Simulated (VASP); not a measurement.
# Al (Im-3m) in VASP: notebook

Aim: see how the results for Al move with the level of theory and the settings. Levels: PBEsol, RPBE. Tasks: relaxation of cell and atoms, single point.

Everything below comes from runs of VASP 6.6.1. Logs are shortened: lines on timing, memory, paths and dates and some standing lists are left out, and cuts for length are marked.

## 1. The structure

It takes space group Im-3m (No. 229, cubic). The conventional cell has a = 3.214 Å, b = 3.214 Å, c = 3.214 Å, α = 90.00°, β = 90.00°, γ = 90.00°. Around Al (site symmetry m-3m) lie 8 Al at 2.78 Å.

This isn't the form of Al at room conditions, which is fcc.

## 2. Relaxation of cell and atoms, PBEsol

File INCAR:

```
  PREC = Accurate
  ENCUT = 300
  EDIFF = 1E-7
  ISMEAR = 0
  SIGMA = 0.1
  LREAL = False
  LASPH = True
  NELM = 60
  ALGO = Normal
  ISIF = 3
  LWAVE = False
  LCHARG = False
  GGA = PS
  IBRION = 2
  NSW = 90
  EDIFFG = -0.005
```

File KPOINTS:

```
Automatic mesh
0
Gamma
  18 18 18
```

File POSCAR:

```
Al
1.0
   -1.6070005800      1.6070005800      1.6070005800
    1.6070005800     -1.6070005800      1.6070005800
    1.6070005800      1.6070005800     -1.6070005800
Al
1
Direct
    0.0000000000      0.0000000000      0.0000000000
```

Potentials or basis: VASP PAW PBE potentials, release 64 (Al).

Started as:

```bash
cat potpaw_PBE.64/Al/POTCAR > POTCAR
mpirun -np 1 vasp_std > vasp.out
```

OUTCAR:

```text
PREC = Accurate
   ENCUT = 300
   EDIFF = 1E-7
   ISMEAR = 0
   LREAL = False
   LASPH = True
   NELM = 60
   ISIF = 3
   GGA = PS
   IBRION = 2
   NSW = 90
   EDIFFG = -0.005

 ion  position               nearest neighbor table
   1  0.000  0.000  0.000-

  LATTYP: Found a body centered cubic cell.
 ALAT       =     3.2140011600

  Lattice vectors:

 A1 = (  -1.6070005800,   1.6070005800,   1.6070005800)
 A2 = (   1.6070005800,  -1.6070005800,   1.6070005800)
 A3 = (   1.6070005800,   1.6070005800,  -1.6070005800)

Analysis of symmetry for initial positions (statically):
=====================================================================
 Subroutine PRICEL returns:
 Original cell was already a primitive cell.

 Routine SETGRP: Setting up the symmetry group for a
 body centered cubic supercell.

 Subroutine GETGRP returns: Found 48 space group operations
 (whereof 48 operations were pure point group operations)
 out of a pool of 48 trial point group operations.

The static configuration has the point symmetry O_h .

Analysis of symmetry for dynamics (positions and initial velocities):
=====================================================================
 Subroutine PRICEL returns:
 Original cell was already a primitive cell.

 Routine SETGRP: Setting up the symmetry group for a
 body centered cubic supercell.

 Subroutine GETGRP returns: Found 48 space group operations
 (whereof 48 operations were pure point group operations)
 out of a pool of 48 trial point group operations.

The dynamic configuration has the point symmetry O_h .

 Subroutine INISYM returns: Found 48 space group operations
 (whereof 48 operations are pure point group operations),
 and found     1 'primitive' translations

----------------------------------------------------------------------------------------

                                     Primitive cell

  volume of cell :      16.6000

  direct lattice vectors                    reciprocal lattice vectors
    -1.607000580  1.607000580  1.607000580     0.000000000  0.311138656  0.311138656
     1.607000580 -1.607000580  1.607000580     0.311138656  0.000000000  0.311138656
     1.607000580  1.607000580 -1.607000580     0.311138656  0.311138656  0.000000000

  length of vectors
     2.783406652  2.783406652  2.783406652     0.440016507  0.440016507  0.440016507

  position of ions in fractional coordinates (direct lattice)
     0.000000000  0.000000000  0.000000000

  ion indices of the primitive-cell ions
   primitive index   ion index
                 1           1

----------------------------------------------------------------------------------------

 KPOINTS: Automatic mesh

Automatic generation of k-mesh.
 Grid dimensions read from file:
 generate k-points for:   18   18   18

 Generating k-lattice:

  Cartesian coordinates                     Fractional coordinates (reciprocal lattice)
     0.000000000  0.017285481  0.017285481     0.055555556  0.000000000  0.000000000
     0.017285481  0.000000000  0.017285481     0.000000000  0.055555556  0.000000000
     0.017285481  0.017285481  0.000000000     0.000000000  0.000000000  0.055555556

  Length of vectors
     0.024445361  0.024445361  0.024445361

  Shift w.r.t. Gamma in fractional coordinates (k-lattice)
     0.000000000  0.000000000  0.000000000

 Subroutine IBZKPT returns following result:
 ===========================================

 Found    195 irreducible k-points:

 Following reciprocal coordinates:
            Coordinates               Weight
  0.000000  0.000000  0.000000      1.000000
  0.055556  0.000000  0.000000     12.000000
  0.111111  0.000000  0.000000     12.000000
  0.166667  0.000000  0.000000     12.000000
  0.222222  0.000000  0.000000     12.000000
  0.277778  0.000000  0.000000     12.000000
  0.333333  0.000000  0.000000     12.000000
  0.388889  0.000000  0.000000     12.000000
  0.444444  0.000000  0.000000     12.000000
  0.500000  0.000000  0.000000      6.000000
  0.055556  0.055556  0.000000     24.000000
  0.111111  0.055556  0.000000     48.000000
  0.166667  0.055556  0.000000     48.000000
  0.222222  0.055556  0.000000     48.000000
  0.277778  0.055556  0.000000     48.000000
  0.333333  0.055556  0.000000     48.000000
  0.388889  0.055556  0.000000     48.000000
  0.444444  0.055556  0.000000     48.000000
  0.111111  0.111111  0.000000     24.000000
  0.166667  0.111111  0.000000     48.000000
  0.222222  0.111111  0.000000     48.000000
  0.277778  0.111111  0.000000     48.000000
  0.333333  0.111111  0.000000     48.000000
  0.388889  0.111111  0.000000     48.000000
 [... further k-points ...]
   k-points           NKPTS =    195   k-points in BZ     NKDIM =    195   number of bands    NBANDS=      5
   number of dos      NEDOS =    301   number of ions     NIONS =      1
   total plane-waves  NPLWV =   4096
   dimension x,y,z NGX =    16 NGY =   16 NGZ =   16
   dimension x,y,z NGXF=    32 NGYF=   32 NGZF=   32
   ions per type =               1
   NGX,Y,Z   is equivalent  to a cutoff of   9.56,  9.56,  9.56 a.u.
   NGXF,Y,Z  is equivalent  to a cutoff of  19.11, 19.11, 19.11 a.u.
 SYSTEM =  unknown system
   PREC   = accura    normal or accurate (medium, high low for compatibility)
   ISTART =      0    job   : 0-new  1-cont  2-samecut
   ICHARG =      2    charge: 1-file 2-atom 10-const
   ISPIN  =      1    spin polarized calculation?
   LNONCOLLINEAR =      F non collinear calculations
   LSORBIT =      F    spin-orbit coupling
   LASPH  =      T    aspherical Exc in radial PAW
   ENCUT  =  300.0 eV  22.05 Ry    4.70 a.u.   3.93  3.93  3.93*2*pi/ulx,y,z
   NELM   =     60;   NELMIN=  2; NELMDL= -5     # of ELM steps
   EDIFF  = 0.1E-06   stopping-criterion for ELM
   LREAL  =      F    real-space projection
   EDIFFG = -.5E-02   stopping-criterion for IOM
   NSW    =     90    number of steps for IOM
   IBRION =      2    ionic relax: 0-MD 1-quasi-New 2-CG
   NFREE  =      1    steps in history (QN), initial steepest desc. (CG)
   ISIF   =      3    stress and relaxation
   ISYM   =      2    0-nonsym 1-usesym 2-fastsym
   POTIM  = 0.5000    time-step for ionic-motion
   TEBEG  =    0.0;   TEEND  =   0.0 temperature during run
   PSTRESS=    0.0 pullay stress
   NELECT =       3.0000    total number of electrons
   NUPDOWN=      -1.0000    fix difference up-down
   EMIN   =  10.00;   EMAX   =-10.00  energy-range for DOS
   EFERMI =   0.00;   METHOD = LEGACY
   ISMEAR =     0;   SIGMA  =   0.10  broadening in eV -4-tet -1-fermi 0-gaus
   EFERMI_NEDOS =   21; number of points for ismear=-14 and -15
   IALGO  =     38    algorithm
   IMIX   =      4    mixing-type and parameters
     AMIX     =   0.40;   BMIX     =  1.00
     AMIX_MAG =   1.60;   BMIX_MAG =  1.00
  volume/ion in A,a.u.               =      16.60       112.02
  Fermi-wavevector in a.u.,A,eV,Ry     =   0.925577  1.749087 11.656013  0.856693
  Thomas-Fermi vector in A             =   2.051446
   LORBIT       =      0    0 simple, 1 ext, 2 COOP (PROOUT), +10 PAW based schemes
   GGA     = PS    functional components
   LHFCALC =     F    Hartree Fock is set to
   AEXX    =    0.0000 exact exchange contribution
   IVDW    =     0    specifies the selected vdW correction
   LEPSILON=     F    determine dielectric tensor
   LRPA    =     F    only Hartree local field effects (RPA)
 conjugate gradient relaxation of ions
 non-spin polarized calculation
 Gauss-broadening in eV      SIGMA  =   0.10
  energy-cutoff  :      300.00
  volume of cell :       16.60
 maximum number of plane-waves:       208
   NGX =  7   NGY =  7   NGZ =  7

 number of electron       3.0000000 magnetization

 Free energy of the ion-electron system (eV)
  ---------------------------------------------------
  ext. energy  EPLUGINS =         0.00000000
  ---------------------------------------------------
  free energy    TOTEN  =        -3.99270405 eV

  energy without entropy =       -3.99100942  energy(sigma->0) =       -3.99185674

 E-fermi :   7.9011     XC(G=0): -10.2384

 val. band max:        7.8576724841   @ k =  -0.3889  -0.4444   0.2222
 cond. band min:       7.9041865945   @ k =   0.2778   0.1667   0.0556
 fundamental gap:      0.0465141104
 Fermi energy:         7.9011126308

 k-point     1 :       0.0000    0.0000    0.0000
  band No.  band energies     occupation
      1      -3.1953      2.00000
      2      21.1288      0.00000
      3      21.1288      0.00000
      4      21.1288      0.00000
      5      22.4813      0.00000

 k-point     2 :       0.0556    0.0000    0.0000
  band No.  band energies     occupation
      1      -3.1068      2.00000
      2      19.9494      0.00000
      3      20.4141      0.00000
      4      20.7588      0.00000
      5      22.1146      0.00000

 k-point     3 :       0.1111    0.0000    0.0000
  band No.  band energies     occupation
      1      -2.8416      2.00000
      2      17.8231      0.00000
      3      19.4169      0.00000
      4      19.9441      0.00000
      5      21.3211      0.00000

 k-point     4 :       0.1667    0.0000    0.0000
  band No.  band energies     occupation
      1      -2.4008      2.00000
      2      15.5267      0.00000
      3      18.5132      0.00000
      4      19.0392      0.00000
      5      20.4629      0.00000

 k-point     5 :       0.2222    0.0000    0.0000
  band No.  band energies     occupation
      1      -1.7860      2.00000
      2      13.2678      0.00000
      3      17.7445      0.00000
      4      18.1968      0.00000
      5      19.6793      0.00000

 k-point     6 :       0.2778    0.0000    0.0000
  band No.  band energies     occupation
      1      -0.9993      2.00000
      2      11.1086      0.00000
      3      17.1151      0.00000
      4      17.4768      0.00000
      5      19.0174      0.00000

 k-point     7 :       0.3333    0.0000    0.0000
  band No.  band energies     occupation
      1      -0.0439      2.00000
      2       9.0738      0.00000
      3      16.6258      0.00000
      4      16.9030      0.00000
      5      18.4937      0.00000

 k-point     8 :       0.3889    0.0000    0.0000
  band No.  band energies     occupation
      1       1.0768      2.00000
      2       7.1792      2.00000
      3      16.2773      0.00000
      4      16.4906      0.00000
      5      18.1169      0.00000

 k-point     9 :       0.4444    0.0000    0.0000
  band No.  band energies     occupation
      1       2.3549      2.00000
      2       5.4339      2.00000
      3      16.0682      0.00000
      4      16.2397      0.00000
      5      17.8896      0.00000

 k-point    10 :       0.5000    0.0000    0.0000
  band No.  band energies     occupation
      1       3.5940      2.00000
      2       4.0393      2.00000
      3      15.9986      0.00000
      4      16.1558      0.00000
      5      17.8137      0.00000

 k-point    11 :       0.0556    0.0556    0.0000
  band No.  band energies     occupation
      1      -2.9299      2.00000
      2      18.9311      0.00000
      3      18.9360      0.00000
      4      20.1178      0.00000
      5      22.0503      0.00000

 k-point    12 :       0.1111    0.0556    0.0000
  band No.  band energies     occupation
      1      -2.5770      2.00000
      2      16.7185      0.00000
      3      17.9387      0.00000
      4      19.2372      0.00000
      5      21.4691      0.00000

 k-point    13 :       0.1667    0.0556    0.0000
  band No.  band energies     occupation
      1      -2.0493      2.00000
      2      14.4387      0.00000
      3      17.0516      0.00000
      4      18.3918      0.00000
      5      20.6708      0.00000

 k-point    14 :       0.2222    0.0556    0.0000
  band No.  band energies     occupation
      1      -1.3484      2.00000
      2      12.2298      0.00000
      3      16.2965      0.00000
      4      17.6591      0.00000
      5      19.9498      0.00000

 k-point    15 :       0.2778    0.0556    0.0000
  band No.  band energies     occupation
      1      -0.4774      2.00000
      2      10.1334      0.00000
      3      15.6831      0.00000
      4      17.0633      0.00000
      5      19.3511      0.00000

 k-point    16 :       0.3333    0.0556    0.0000
  band No.  band energies     occupation
      1       0.5608      2.00000
      2       8.1692      0.00015
      3      15.2191      0.00000
      4      16.6131      0.00000
      5      18.8925      0.00000

 k-point    17 :       0.3889    0.0556    0.0000
  band No.  band energies     occupation
      1       1.7611      2.00000
      2       6.3483      2.00000
      3      14.9076      0.00000
      4      16.3124      0.00000
      5      18.5835      0.00000

 k-point    18 :       0.4444    0.0556    0.0000
  band No.  band energies     occupation
      1       3.1054      2.00000
      2       4.6933      2.00000
      3      14.7513      0.00000
      4      16.1618      0.00000
      5      18.4281      0.00000

 k-point    19 :       0.1111    0.1111    0.0000
  band No.  band energies     occupation
      1      -2.1371      2.00000
      2      15.5816      0.00000
      3      15.8874      0.00000
      4      18.4204      0.00000
      5      21.7674      0.00000

 k-point    20 :       0.1667    0.1111    0.0000
  band No.  band energies     occupation
      1      -1.5234      2.00000
      2      13.4728      0.00000
      3      14.9139      0.00000
      4      17.6552      0.00000
      5      21.0800      0.00000

 k-point    21 :       0.2222    0.1111    0.0000
  band No.  band energies     occupation
      1      -0.7380      2.00000
      2      11.3351      0.00000
      3      14.2002      0.00000
      4      17.0019      0.00000
      5      20.4463      0.00000

 k-point    22 :       0.2778    0.1111    0.0000
  band No.  band energies     occupation
      1       0.2156      2.00000
      2       9.3119      0.00000
      3      13.6438      0.00000
      4      16.4829      0.00000
      5      19.9295      0.00000

 k-point    23 :       0.3333    0.1111    0.0000
  band No.  band energies     occupation
      1       1.3340      2.00000
      2       7.4236      2.00000
      3      13.2452      0.00000
      4      16.1084      0.00000
      5      19.5512      0.00000

 k-point    24 :       0.3889    0.1111    0.0000
  band No.  band energies     occupation
      1       2.6094      2.00000
      2       5.6839      2.00000
      3      13.0054      0.00000
      4      15.8822      0.00000
      5      19.3211      0.00000

 [... further k-points ...]
[... 5 lines left out ...]
  --------------------------------------------------------------------------------------
  -------------------------------------------------------------------------------------
  Total       -0.0032096     -0.0032096     -0.0032096     -0.0000000     -0.0000000     -0.0000000
  in kB       -0.3097822     -0.3097822     -0.3097822     -0.0000000     -0.0000000     -0.0000000
  external PRESSURE =      -0.3097822 kB  Pullay stress =       0.0000000 kB

 VOLUME and BASIS-vectors are now :
 -----------------------------------------------------------------------------
  energy-cutoff  :      300.00
  volume of cell :       16.60
      direct lattice vectors                 reciprocal lattice vectors
    -1.607000580  1.607000580  1.607000580     0.000000000  0.311138656  0.311138656
     1.607000580 -1.607000580  1.607000580     0.311138656  0.000000000  0.311138656
     1.607000580  1.607000580 -1.607000580     0.311138656  0.311138656  0.000000000

 POSITION                                       TOTAL-FORCE (eV/Angst)
 -----------------------------------------------------------------------------------
      0.00000      0.00000      0.00000        -0.000000      0.000000     -0.000000
 -----------------------------------------------------------------------------------
    total drift:                                0.000000     -0.000000     -0.000000

  FREE ENERGIE OF THE ION-ELECTRON SYSTEM (eV)
  ---------------------------------------------------
  free  energy   TOTEN  =        -3.9927040460 eV

  energy  without entropy=       -3.9910094242  energy(sigma->0) =       -3.99185674

 reached required accuracy - stopping structural energy minimisation
```

Wall time 1.9 s (1 thread of Intel Xeon 6975P-C (Granite Rapids), shared host); peak memory 0.11 GiB.

Results:

```yaml
Free_energy: -3.9927 eV
Pressure_after_relaxing: 0.0 GPa
Band_gap_on_the_k_mesh: none (metal or under the smearing width)
```

Final structure:
```cif
data_structure
_symmetry_space_group_name_H-M 'P 1'
_symmetry_Int_Tables_number 1
_cell_length_a 2.7834
_cell_length_b 2.7834
_cell_length_c 2.7834
_cell_angle_alpha 109.471
_cell_angle_beta 109.471
_cell_angle_gamma 109.471
_cell_volume 16.60
loop_
_atom_site_label
_atom_site_type_symbol
_atom_site_fract_x
_atom_site_fract_y
_atom_site_fract_z
_atom_site_occupancy
Al1 Al 0.00000 0.00000 0.00000 1
```

Levels at points of the mesh, in eV from the Fermi level:
| k point | band 1 | band 2 | band 3 | band 4 | band 5 |
| --- | --- | --- | --- | --- | --- |
| (0.00, 0.00, 0.00) | -11.10 | 13.23 | 13.23 | 13.23 | 14.58 |
| (0.50, 0.00, 0.00) | -4.31 | -3.86 | 8.10 | 8.25 | 9.91 |
| (0.50, 0.50, 0.50) | 1.85 | 1.85 | 1.85 | 2.98 | 2.98 |

Caveat: the relaxation stopped at its first step, so nothing moved; the PAW data sets were made with another functional, which shifts forces and pressure a little.

## 3. Relaxation of cell and atoms, PBEsol

INCAR, as its differences from that of step 2:

```diff
@@ -1,3 +1,3 @@
   PREC = Accurate
-  ENCUT = 300
+  ENCUT = 600
   EDIFF = 1E-7
```

File KPOINTS:

```
Automatic mesh
0
Gamma
  6 6 6
```

POSCAR is that of step 2.

Potentials or basis: VASP PAW PBE potentials, release 64 (Al).

Started as:

```bash
cat potpaw_PBE.64/Al/POTCAR > POTCAR
mpirun -np 1 vasp_std > vasp.out
```

Wall time 1.9 s (1 thread of Intel Xeon 6975P-C (Granite Rapids), shared host); peak memory 0.13 GiB.

It converged, with:

| Quantity | Value |
| --- | --- |
| Free energy | -4.0497 eV |
| Relaxed volume | 16.66 Å³/atom |
| Relaxed cell | a = 2.787 Å, b = 2.787 Å, c = 2.787 Å, α = 109.47°, β = 109.47°, γ = 109.47° |
| Space group after relaxing (to 0.05 Å) | Im-3m (No. 229) |
| Energy gained by relaxing | 0.1 meV/atom |
| Ionic steps | 3 |
| Pressure after relaxing | 0.0 GPa |
| Band gap on the k mesh | none (metal or under the smearing width) |

Final structure:
```
CELL_PARAMETERS angstrom
-1.60903 1.60903 1.60903
1.60903 -1.60903 1.60903
1.60903 1.60903 -1.60903
ATOMIC_POSITIONS crystal
Al 0.00000 0.00000 0.00000
```

Levels at points of the mesh, in eV from the Fermi level:
| k point | band 1 | band 2 | band 3 | band 4 | band 5 |
| --- | --- | --- | --- | --- | --- |
| (0.00, 0.00, 0.00) | -11.11 | 13.13 | 13.13 | 13.13 | 14.48 |
| (0.50, 0.00, 0.00) | -4.34 | -3.90 | 8.03 | 8.18 | 9.84 |
| (0.50, 0.50, 0.50) | 1.80 | 1.80 | 1.80 | 2.93 | 2.93 |

Caveat: the k mesh is coarse (spacing up to 0.46 Å⁻¹), so the values aren't converged; the PAW data sets were made with another functional, which shifts forces and pressure a little.

## 4. Single point, PBEsol

File INCAR:

```
  PREC = Accurate
  ENCUT = 520
  EDIFF = 1E-7
  ISMEAR = 0
  SIGMA = 0.1
  LREAL = False
  LASPH = True
  NELM = 60
  ALGO = Normal
  ISIF = 2
  LWAVE = False
  LCHARG = False
  GGA = PS
  NBANDS = 8
```

File KPOINTS:

```
Automatic mesh
0
Gamma
  18 18 18
```

POSCAR is that of step 3.

Started as:

```bash
cat potpaw_PBE.64/Al/POTCAR > POTCAR
mpirun -np 1 vasp_std > vasp.out
```

Wall time 6.7 s (1 thread of Intel Xeon 6975P-C (Granite Rapids), shared host); peak memory 0.14 GiB.

It converged, with:

```
Free energy            : -3.9964 eV
Pressure               : 0.0 GPa
Band gap on the k mesh : none (metal or under the smearing width)
```

Levels at points of the mesh, in eV from the Fermi level:
```tsv
k point	band 1	band 2	band 3	band 4
(0.00, 0.00, 0.00)	-11.09	13.20	13.20	13.20
(0.50, 0.00, 0.00)	-4.30	-3.86	8.10	8.23
(0.50, 0.50, 0.50)	1.85	1.85	1.85	2.97
```

Caveat: the PAW data sets were made with another functional, which shifts forces and pressure a little.

(Continued in part 2 of 2.)
